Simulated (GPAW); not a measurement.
# PbSe (Clausthalite) (Fm-3m) in GPAW: notebook

Aim: see how the results for PbSe (Clausthalite) move with the level of theory and the settings. Levels: PBE, LDA, PBE+D3M(BJ). Tasks: RPA correlation energy, G0W0 quasiparticle levels, elastic constants.

Program: GPAW 26.7.0. These are calculated values, not measurements. Logs are shortened: lines on timing, memory, paths and dates and some standing lists are left out, and cuts for length are marked. The log counts tension as positive stress, the text compression.

## Step 1: The structure

The structure is cubic, space group Fm-3m (No. 225). Conventional cell: a = 6.121 Å, b = 6.121 Å, c = 6.121 Å, α = 90.00°, β = 90.00°, γ = 90.00°. Pb (site symmetry m-3m) is surrounded by 6 Se at 3.06 Å. Se (site symmetry m-3m) has 6 Pb at 3.06 Å as nearest neighbours.

## Step 2: RPA correlation energy, PBE

run.py

```python
import numpy as np
from ase.io import read
from ase.units import Bohr, Ha
from gpaw import GPAW, PW
from gpaw.hybrids.energy import non_self_consistent_energy
from gpaw.xc.rpa import RPACorrelation

atoms = read('PbSe.xyz')

for x in [0.94, 0.97, 1.0, 1.03, 1.06]:
    ecuts = np.array([160.0, 200.0, 250]) * x**(-2 / 3)  # the same plane waves at each volume
    a = atoms.copy()
    a.set_cell(atoms.cell * x**(1 / 3), scale_atoms=True)
    calc = GPAW(mode=PW(400),
                xc='PBE',
                kpts={'size': (3, 3, 3), 'gamma': True},
                occupations={'name': 'fermi-dirac', 'width': 0.001},
                nbands=19,
                convergence={'density': 1e-06},
                maxiter=150,
                txt=f'gs-{x:.2f}.txt')
    a.calc = calc
    dft = a.get_potential_energy(force_consistent=True)
    calc.write(f'gs-{x:.2f}.gpw')
    exx = non_self_consistent_energy(calc, 'EXX').sum()
    calc.diagonalize_full_hamiltonian(nbands=int(a.get_volume() / Bohr**3 * (ecuts[-1] / Ha)**1.5 * 2**0.5 / 3 / np.pi**2) + 30)
    calc.write(f'full-{x:.2f}.gpw', mode='all')
    ec = RPACorrelation(f'full-{x:.2f}.gpw', ecut=ecuts, nfrequencies=12, skip_gamma=False, txt=f'rpa-{x:.2f}.txt').calculate()
    slope, ec_inf = np.polyfit(ecuts**-1.5, ec, 1)
    print(f'V = {a.get_volume():.4f} A^3: DFT {dft:.5f}, EXX {exx:.5f}, correlation', *ec.round(5), f'extrapolated {ec_inf:.5f}, total {exx + ec_inf:.5f} eV', flush=True)
```

PbSe.xyz

```xyz
2
Lattice="0.0000000000 3.0606500000 3.0606500000 3.0606500000 0.0000000000 3.0606500000 3.0606500000 3.0606500000 0.0000000000" Properties=species:S:1:pos:R:3 pbc="T T T"
Pb     0.0000000000      0.0000000000      0.0000000000
Se     3.0606500000      3.0606500000      3.0606500000
```

Potentials or basis: GPAW PAW data sets (gpaw-data 1.2.1), pw.

Command:

```bash
> OMP_NUM_THREADS=1 python run.py
```

What it wrote:

```text
Non-self-consistent RPA correlation energy

Atoms                          : PbSe
Ground state XC functional     : PBE
Valence electrons              : 20
Number of bands                : 544
Number of spins                : 1
Number of k-points             : 27
Number of irreducible k-points : 4
Number of irreducible q-points : 4

    q: [0.0000 0.0000 0.0000] - weight: 0.037
    q: [0.3333 0.3333 0.6667] - weight: 0.444
    q: [0.3333 0.3333 0.0000] - weight: 0.222
    q: [0.3333 0.3333 0.3333] - weight: 0.296

Analytical coupling constant integration

Frequencies
    Gauss-Legendre integration with 12 frequency points
    Transformed from [0,oo] to [0,1] using e^[-aw^(1/B)]
    Highest frequency point at 800.0 eV and B=2.0

    G-vector decomposition        : 1

Response function bands : Equal to number of plane waves
Plane wave cutoffs (eV) : 166.738 208.423 260.528
No Coulomb truncation

# 0
q = [0.000 0.000 0.000]
E_cut = 166 eV / Bands = 259:
E_c(q) = -19.987 eV
E_cut = 208 eV / Bands = 339:
E_c(q) = -20.477 eV
E_cut = 260 eV / Bands = 531:
E_c(q) = -21.040 eV

# 1
q = [0.333 0.333 0.667]
E_cut = 166 eV / Bands = 268:
E_c(q) = -18.782 eV
E_cut = 208 eV / Bands = 375:
E_c(q) = -19.343 eV
E_cut = 260 eV / Bands = 510:
E_c(q) = -19.718 eV

# 2
q = [0.333 0.333 0.000]
E_cut = 166 eV / Bands = 266:
E_c(q) = -18.834 eV
E_cut = 208 eV / Bands = 355:
E_c(q) = -19.332 eV
E_cut = 260 eV / Bands = 512:
E_c(q) = -19.792 eV

# 3
q = [0.333 0.333 0.333]
E_cut = 166 eV / Bands = 256:
E_c(q) = -20.435 eV
E_cut = 208 eV / Bands = 359:
E_c(q) = -21.027 eV
E_cut = 260 eV / Bands = 516:
E_c(q) = -21.479 eV

==========================================================

Total correlation energy:
   167:   -19.3280 eV
   208:   -19.8816 eV
   261:   -20.3051 eV

Extrapolated energies:
   167 - 208:  -21.274 eV
   208 - 261:  -21.370 eV
```

Wall time 13 min (1 thread of Arm Neoverse V2, shared host); peak memory 0.7 GiB.

What came out:

| Property | Result |
| --- | --- |
| Equilibrium volume | 27.95 Å³/atom (rough: see the caveat) |
| Bulk modulus | 71 GPa (rough) |

Energy against volume, from the lowest point:
| volume (Å³/atom) | energy (meV/atom) |
| --- | --- |
| 26.951 | 10.00 |
| 27.811 | 0.00 |
| 28.671 | 3.87 |
| 29.531 | 12.93 |
| 30.391 | 24.21 |

Caveat: the k mesh is coarse (spacing up to 0.59 Å⁻¹), so the values aren't converged; the fit is doubtful: noisy points or a state that changes with volume; this odd mesh misses L, where the gap lies, so gap, dielectric constants and Born charges aren't listed; the long-wavelength limit can be off by a per cent or two. Spin-orbit coupling is left out, which matters for the levels of Pb.

## Step 3: RPA correlation energy, PBE

Edit run.py of step 2 so:

```diff
@@ -9,4 +9,4 @@
 
-for x in [0.94, 0.97, 1.0, 1.03, 1.06]:
-    ecuts = np.array([160.0, 200.0, 250]) * x**(-2 / 3)  # the same plane waves at each volume
+for x in [1.0]:
+    ecuts = np.array([96.0, 120.0, 150])
     a = atoms.copy()
@@ -15,7 +15,7 @@
                 xc='PBE',
-                kpts={'size': (3, 3, 3), 'gamma': True},
-                occupations={'name': 'fermi-dirac', 'width': 0.001},
+                kpts={'size': (2, 2, 2), 'gamma': True},
+                occupations={'name': 'fermi-dirac', 'width': 0.05},
                 nbands=19,
                 convergence={'density': 1e-06},
-                maxiter=150,
+                maxiter=60,
                 txt=f'gs-{x:.2f}.txt')
@@ -27,3 +27,3 @@
     calc.write(f'full-{x:.2f}.gpw', mode='all')
-    ec = RPACorrelation(f'full-{x:.2f}.gpw', ecut=ecuts, nfrequencies=12, skip_gamma=False, txt=f'rpa-{x:.2f}.txt').calculate()
+    ec = RPACorrelation(f'full-{x:.2f}.gpw', ecut=ecuts, nfrequencies=16, skip_gamma=False, txt=f'rpa-{x:.2f}.txt').calculate()
     slope, ec_inf = np.polyfit(ecuts**-1.5, ec, 1)
```

PbSe.xyz is that of step 2.

Potentials or basis: GPAW PAW data sets (gpaw-data 1.2.1), pw.

Command:

```bash
> OMP_NUM_THREADS=1 python run.py
```

What it wrote:

```text
Using integrator: PointIntegrator
FrequencyDescriptor(from 0.000+0.001j to 0.000+800.000j eV, 16 points)
Nonperiodic BCs:  [False False False]
Using integrator: PointIntegrator
FrequencyDescriptor(from 0.000+0.001j to 0.000+800.000j eV, 16 points)
Nonperiodic BCs:  [False False False]
Integrating chi0 body.

Symmetries of q_c:
    Direct symmetries (Uq -> q): 48
    Indirect symmetries (TUq -> q): 0
In total 48 allowed symmetries.

  ( 1  0  0)  ( 1  0  0)  ( 1  0  0)  ( 1  0  0)  ( 1  0 -1)  ( 1  0 -1)
  ( 1  0 -1)  ( 1 -1  0)  ( 0  1  0)  ( 0  0  1)  ( 1  0  0)  ( 1 -1  0)
  ( 1 -1  0)  ( 1  0 -1)  ( 0  0  1)  ( 0  1  0)  ( 1 -1  0)  ( 1  0  0)

  ( 1  0 -1)  ( 1  0 -1)  ( 1 -1  0)  ( 1 -1  0)  ( 1 -1  0)  ( 1 -1  0)
  ( 0  1 -1)  ( 0  0 -1)  ( 1  0  0)  ( 1  0 -1)  ( 0 -1  1)  ( 0 -1  0)
  ( 0  0 -1)  ( 0  1 -1)  ( 1  0 -1)  ( 1  0  0)  ( 0 -1  0)  ( 0 -1  1)

  ( 0  1  0)  ( 0  1  0)  ( 0  1  0)  ( 0  1  0)  ( 0  1 -1)  ( 0  1 -1)
  ( 1  0  0)  ( 0  1 -1)  ( 0  0  1)  (-1  1  0)  ( 1  0 -1)  ( 0  1  0)
  ( 0  0  1)  (-1  1  0)  ( 1  0  0)  ( 0  1 -1)  ( 0  0 -1)  (-1  1  0)

  ( 0  1 -1)  ( 0  1 -1)  ( 0  0  1)  ( 0  0  1)  ( 0  0  1)  ( 0  0  1)
  ( 0  0 -1)  (-1  1  0)  ( 1  0  0)  ( 0  1  0)  ( 0 -1  1)  (-1  0  1)
  ( 1  0 -1)  ( 0  1  0)  ( 0  1  0)  ( 1  0  0)  (-1  0  1)  ( 0 -1  1)

  ( 0  0 -1)  ( 0  0 -1)  ( 0  0 -1)  ( 0  0 -1)  ( 0 -1  1)  ( 0 -1  1)
  ( 1  0 -1)  ( 0  1 -1)  ( 0 -1  0)  (-1  0  0)  ( 1 -1  0)  ( 0  0  1)
  ( 0  1 -1)  ( 1  0 -1)  (-1  0  0)  ( 0 -1  0)  ( 0 -1  0)  (-1  0  1)

  ( 0 -1  1)  ( 0 -1  1)  ( 0 -1  0)  ( 0 -1  0)  ( 0 -1  0)  ( 0 -1  0)
  ( 0 -1  0)  (-1  0  1)  ( 1 -1  0)  ( 0  0 -1)  ( 0 -1  1)  (-1  0  0)
  ( 1 -1  0)  ( 0  0  1)  ( 0 -1  1)  (-1  0  0)  ( 1 -1  0)  ( 0  0 -1)
[... 321 lines left out ...]
4 groups of equivalent kpoints. 50.0% reduction.

Integral kind: hermitian response function
Integrating chi0 body.

Symmetries of q_c:
    Direct symmetries (Uq -> q): 12
    Indirect symmetries (TUq -> q): 0
In total 12 allowed symmetries.

  ( 1  0  0)  ( 1  0  0)  ( 0  1  0)  ( 0  1  0)  ( 0  0  1)  ( 0  0  1)
  ( 0  1  0)  ( 0  0  1)  ( 1  0  0)  ( 0  0  1)  ( 1  0  0)  ( 0  1  0)
  ( 0  0  1)  ( 0  1  0)  ( 0  0  1)  ( 1  0  0)  ( 0  1  0)  ( 1  0  0)

  ( 0  0 -1)  ( 0  0 -1)  ( 0 -1  0)  ( 0 -1  0)  (-1  0  0)  (-1  0  0)
  ( 0 -1  0)  (-1  0  0)  ( 0  0 -1)  (-1  0  0)  ( 0  0 -1)  ( 0 -1  0)
  (-1  0  0)  ( 0 -1  0)  (-1  0  0)  ( 0  0 -1)  ( 0 -1  0)  ( 0  0 -1)

4 groups of equivalent kpoints. 50.0% reduction.

Integral kind: hermitian response function
```

Wall time 21 s (1 thread of Arm Neoverse V2, shared host); peak memory 0.3 GiB.

The run converged, but some of its settings lie outside the range that counts as converged, so its numbers aren't taken as properties of the crystal.

Results:

| Quantity | Value |
| --- | --- |
| Free energy | -6.7932 eV |
| Band gap on the k mesh, mean-field level | 0.09 eV, direct |
| RPA total energy per cell | 109.594 eV |

Caveat: the k mesh is coarse (spacing up to 0.89 Å⁻¹), so the values aren't converged; the long-wavelength limit can be off by a per cent or two; the response cutoff is short for absolute correlation energies; spin-orbit coupling is left out, which as a rule narrows the gap of such compounds by several tenths of an eV.

## Step 4: G0W0 quasiparticle levels, LDA

run.py

```python
import json
import numpy as np
from ase.dft.bandgap import bandgap
from ase.io import write
from ase.spacegroup import crystal
from gpaw import GPAW, PW, setup_paths
from gpaw.response.g0w0 import G0W0

setup_paths.insert(0, '.')

# Pb 4a
# Se 4b
atoms = crystal(['Pb', 'Se'],
                basis=[[0.0, 0.0, 0.0],
                       [0.5, 0.0, 0.0]],
                spacegroup=225, setting=1,  # Fm-3m
                cellpar=[6.1213, 6.1213, 6.1213, 90.0, 90.0, 90.0],
                primitive_cell=True)

calc = GPAW(mode=PW(400),
            xc='LDA',
            kpts={'size': (4, 4, 4), 'gamma': True},
            occupations={'name': 'fermi-dirac', 'width': 0.05},
            nbands=19,
            convergence={'density': 1e-06},
            maxiter=50,
            txt='gpaw.txt')
atoms.calc = calc
energy = atoms.get_potential_energy()
calc.write('gs.gpw')
write('result.traj', atoms)
print(f'Energy: {energy:.6f} eV')
print('Fermi level:', round(calc.get_fermi_level(), 4), 'eV')
print(f'Gap: {bandgap(calc)[0]:.4f} eV, direct: {bandgap(calc, direct=True)[0]:.4f} eV')

calc.diagonalize_full_hamiltonian(nbands=97)
calc.write('full.gpw', mode='all')

ibz = calc.get_ibz_k_points()
gap, vbm, cbm = bandgap(calc, output=None)
gap, direct, _ = bandgap(calc, direct=True, output=None)
gamma = int(np.abs(ibz).sum(1).argmin())
kpts = sorted({gamma, vbm[1], cbm[1], direct[1]})
gw = G0W0(calc='full.gpw',
          filename='gw',
          ecut=80,
          ecut_extrapolation=True,
          relbands=(-4, 4),
          kpts=kpts,
          integrate_gamma='WS',
          ppa=True)
gw.calculate()
results = {mode: {key: np.asarray(r[key]).tolist() for key in ['f', 'eps', 'vxc', 'exx', 'sigma', 'Z', 'qp', 'sigma_eskn']}
           for mode, r in gw.all_results.items()}
json.dump({'kpts': ibz[kpts].tolist(), 'results': results}, open('gw.json', 'w'))
for mode, r in results.items():
    f, qp = np.array(r['f']), np.array(r['qp'])
    print(mode, 'quasiparticle energies (eV):')
    print(qp.round(3))
    print(mode, 'gap:', round(qp[f < 0.5].min() - qp[f > 0.5].max(), 4), 'eV')
```

Potentials or basis: PAW data sets generated in the run's folder for this functional, pw.

Command:

```bash
> gpaw-setup -x -f LDA Pb Se
> OMP_NUM_THREADS=1 python run.py
```

gpaw.txt:

```text
__  _  _
 | _ |_)|_||  |
 |__||  | ||/\| - 26.7.0

Input parameters:
  mode=PW(ecut=400.0),
  convergence={'density': 1e-06},
  kpts=MonkhorstPack(size=(4, 4, 4), gamma=True),
  maxiter=50,
  nbands=19,
  occupations=Occupations(name='fermi-dirac', width=0.05),
  xc=XC(name='LDA')

Diagonalizing LCAO Hamiltonian
Converting LCAO to pw mode

                Se

       Pb

Atoms  # Å, Bohr magnetons
|   | symbol |        x |        y |        z |    initial magnetic moments |
|---|--------|----------|----------|----------|-----------------------------|
| 0 |     Pb | 0.000000 | 0.000000 | 0.000000 | ( 0.0000,  0.0000,  0.0000) |
| 1 |     Se | 3.060650 | 3.060650 | 3.060650 | ( 0.0000,  0.0000,  0.0000) |

Unit cell  # Å
| periodic |        x |        y |        z |  lengths |    angles |
|----------|----------|----------|----------|----------|-----------|
[... 184 lines left out ...]
|iter:   3| |   -9.592391 | -2.03 | -1.30 |
|iter:   4| |   -9.590318 | -4.07 | -1.93 |
|iter:   5| |   -9.589869c| -4.78 | -2.33 |
|iter:   6| |   -9.589875c| -5.93 | -3.37 |
|iter:   7| |   -9.589875c| -6.89 | -3.89 |
|iter:   8| |   -9.589875c| -7.83c| -4.58 |
|iter:   9| |   -9.589875c| -8.04c| -5.24 |
|iter:  10| |   -9.589875c| -8.76c| -5.88 |
|iter:  11| |   -9.589875c| -9.04c| -6.72c|

Converged in 11 steps
Energy contributions relative to reference atoms: (reference = -632988.107265)

Energy contributions:
  Kinetic:          15.683002
  Coulomb:         -16.329298
  Zero:             -0.018833
  External:          0.000000
  Xc:               -8.921800
  Entropy:          -0.005891
  Spinorbit:         0.000000
  ----------------------------
  Free energy:      -9.592821
  Extrapolated:     -9.589875

dipole moment: (-25.966582, -25.966582, -25.966582)  # |e|*Ang

Fermi level: 5.837
Eigenvalues  # (at kpt = [0.000, 0.000, 0.000])
| band index |      eig [eV] | occ [0-2] |
|------------|---------------|-----------|
|          0 |       -10.966 |     2.000 |
|        ... |               |           |
|          2 |       -10.959 |     2.000 |
|          3 |       -10.959 |     2.000 |
|          4 |       -10.959 |     2.000 |
|          5 |        -7.869 |     2.000 |
|          6 |        -0.625 |     2.000 |
|          7 |         3.883 |     2.000 |
[... 9 lines left out ...]
|         17 |        14.039 |     0.000 |
|         18 |        14.800 |     0.000 |

Gap: 0.152 eV
Transition (v -> c):
  (s=0, k=7, n=9, [0.50, 0.50, 0.50]) -> (s=0, k=7, n=10, [0.50, 0.50, 0.50])
No difference between direct/indirect transitions
# Writing to gs.gpw (mode='')

Matrix size: 1056x1056
# Writing to full.gpw (mode='all')
```

It took 96 s on 1 thread of Arm Neoverse V2, shared host; peak memory 0.37 GiB.

Results:

- Free energy: -9.5928 eV
- Band gap on the k mesh, mean-field level: 0.15 eV, direct
- Quasiparticle gap: 0.29 eV
- Least direct quasiparticle gap: 0.29 eV

Levels at points of the mesh, in eV from the valence-band top:
```csv
k point,band 6,band 7,band 8,band 9,band 10,band 11,band 12,band 13,band 14,band 15
"(0.00, 0.00, 0.00)",-13.63,-6.39,-1.88,-1.88,-1.88,4.58,4.58,4.58,6.51,6.51
"(0.50, 0.50, 0.00)",-12.20,-7.43,-5.02,-3.25,-3.25,3.64,5.48,5.48,5.92,11.38
"(0.50, 0.50, 0.50)",-12.57,-8.84,-1.45,-1.45,0.00,0.15,1.59,1.59,8.43,10.11
```

Caveat: the k mesh is coarse (spacing up to 0.44 Å⁻¹), so the values aren't converged; the quasiparticle gap is taken among the few k points that were corrected; the long-wavelength limit can be off by a per cent or two; spin-orbit coupling is left out, which as a rule narrows the gap of such compounds by several tenths of an eV. A k mesh can miss the band edges.

## Step 5: G0W0 quasiparticle levels, LDA

Edit run.py of step 4 so:

```diff
@@ -25,3 +25,3 @@
             convergence={'density': 1e-06},
-            maxiter=50,
+            maxiter=100,
             txt='gpaw.txt')
@@ -46,6 +46,7 @@
           ecut=80,
-          ecut_extrapolation=True,
+          ecut_extrapolation=False,
           relbands=(-4, 4),
           kpts=kpts,
-          integrate_gamma='WS',
+          integrate_gamma='sphere',
+          nbands=93,
           ppa=True)
```

Potentials or basis: PAW data sets generated in the run's folder for this functional, pw.

Command:

```bash
> gpaw-setup -x -f LDA Pb Se
> OMP_NUM_THREADS=1 python run.py
```

gpaw.txt:

```text
__  _  _
 | _ |_)|_||  |
 |__||  | ||/\| - 26.7.0

Input parameters:
  mode=PW(ecut=400.0),
  convergence={'density': 1e-06},
  kpts=MonkhorstPack(size=(4, 4, 4), gamma=True),
  maxiter=100,
  nbands=19,
  occupations=Occupations(name='fermi-dirac', width=0.05),
  xc=XC(name='LDA')

Diagonalizing LCAO Hamiltonian
Converting LCAO to pw mode

                Se

       Pb

Atoms  # Å, Bohr magnetons
|   | symbol |        x |        y |        z |    initial magnetic moments |
|---|--------|----------|----------|----------|-----------------------------|
| 0 |     Pb | 0.000000 | 0.000000 | 0.000000 | ( 0.0000,  0.0000,  0.0000) |
| 1 |     Se | 3.060650 | 3.060650 | 3.060650 | ( 0.0000,  0.0000,  0.0000) |

Unit cell  # Å
| periodic |        x |        y |        z |  lengths |    angles |
|----------|----------|----------|----------|----------|-----------|
|      yes | 0.000000 | 3.060650 | 3.060650 | 4.328413 | 60.000000 |
[... 184 lines left out ...]
|iter:   4| |   -9.590318 | -4.07 | -1.93 |
|iter:   5| |   -9.589869c| -4.78 | -2.33 |
|iter:   6| |   -9.589875c| -5.93 | -3.37 |
|iter:   7| |   -9.589875c| -6.89 | -3.89 |
|iter:   8| |   -9.589875c| -7.83c| -4.58 |
|iter:   9| |   -9.589875c| -8.04c| -5.24 |
|iter:  10| |   -9.589875c| -8.76c| -5.88 |
|iter:  11| |   -9.589875c| -9.04c| -6.72c|

Converged in 11 steps
Energy contributions relative to reference atoms: (reference = -632988.107265)

Energy contributions:
  Kinetic:          15.683002
  Coulomb:         -16.329298
  Zero:             -0.018833
  External:          0.000000
  Xc:               -8.921800
  Entropy:          -0.005891
  Spinorbit:         0.000000
  ----------------------------
  Free energy:      -9.592821
  Extrapolated:     -9.589875

dipole moment: (-25.966582, -25.966582, -25.966582)  # |e|*Ang

Fermi level: 5.837
Eigenvalues  # (at kpt = [0.000, 0.000, 0.000])
| band index |      eig [eV] | occ [0-2] |
|------------|---------------|-----------|
|          0 |       -10.966 |     2.000 |
|        ... |               |           |
|          2 |       -10.959 |     2.000 |
|          3 |       -10.959 |     2.000 |
|          4 |       -10.959 |     2.000 |
|          5 |        -7.869 |     2.000 |
|          6 |        -0.625 |     2.000 |
|          7 |         3.883 |     2.000 |
[... 9 lines left out ...]
|         17 |        14.039 |     0.000 |
|         18 |        14.800 |     0.000 |

Gap: 0.152 eV
Transition (v -> c):
  (s=0, k=7, n=9, [0.50, 0.50, 0.50]) -> (s=0, k=7, n=10, [0.50, 0.50, 0.50])
No difference between direct/indirect transitions
# Writing to gs.gpw (mode='')

Matrix size: 1056x1056
# Writing to full.gpw (mode='all')
```

stdout:

```text
Energy: -9.589875 eV
Fermi level: 5.8369 eV
Gap: 0.1517 eV, direct: 0.1517 eV
IBZ(<points: 8, symmetries: 48>)
Occupied bands: 11
Calculating eigenvalues:
  k-points: 2
  Bands: 6-13 (inclusive)
HSE06-eigenvalue shifts:
  min: -4.172 eV
  ave: 1.231 eV
  max: 5.582 eV
GW quasiparticle energies (eV):
[[[-0.385  3.773  3.773  3.773 11.093 11.093 11.093 12.503]
  [-3.182  4.248  4.248  6.057  6.266  7.78   7.78  14.528]]]
GW gap: 0.2089 eV
```

gw.w.txt:

```text
FrequencyGridDescriptor(from 0.000+0.000j to 0.000+27.211j eV, 2 points)
FrequencyGridDescriptor(from 0.000+0.000j to 0.000+27.211j eV, 2 points)

WARNING:
The current GW implementation cannot handle intraband screening.
This results in poor k-point convergence for metals
[... 144 lines left out ...]
                                                                   GW
   6   1.000  -3.079 -14.626 -18.798   4.039  -0.296   0.772  -3.182
   7   1.000   4.312 -15.140 -17.193   1.971  -0.289   0.776   4.248
   8   1.000   4.312 -15.140 -17.193   1.971  -0.289   0.776   4.248
   9   0.820   5.761 -16.262 -16.393   0.499  -0.244   0.804   6.057
  10   0.180   5.913 -11.783  -8.663  -2.689  -0.221   0.819   6.266
  11   0.000   7.350 -12.380  -8.529  -3.315  -0.244   0.804   7.780
  12   0.000   7.350 -12.380  -8.529  -3.315  -0.244   0.804   7.780
  13   0.000  14.191 -10.847  -5.266  -5.139  -0.317   0.759  14.528
```

Run time: 57 s. Hardware: 1 thread of Arm Neoverse V2, shared host; peak memory 0.37 GiB.

Results:

```
Free energy                              : -9.5928 eV
Band gap on the k mesh, mean-field level : 0.15 eV, direct
Quasiparticle gap                        : 0.21 eV
Least direct quasiparticle gap           : 0.21 eV
```

Levels at points of the mesh, in eV from the valence-band top:
```csv
k point,band 8,band 9,band 10,band 11,band 12,band 13
"(0.00, 0.00, 0.00)",-1.88,-1.88,-1.88,4.58,4.58,4.58
"(0.50, 0.50, 0.00)",-5.02,-3.25,-3.25,3.64,5.48,5.48
"(0.50, 0.50, 0.50)",-1.45,-1.45,0.00,0.15,1.59,1.59
```

Caveat: the k mesh is coarse (spacing up to 0.44 Å⁻¹), so the values aren't converged; the quasiparticle gap is taken among the few k points that were corrected; on this mesh the treatment of q = 0 moves the result by about a tenth of an eV; the long-wavelength limit can be off by a per cent or two; spin-orbit coupling is left out, which as a rule narrows the gap of such compounds by several tenths of an eV.

[end of part 1 of 2]
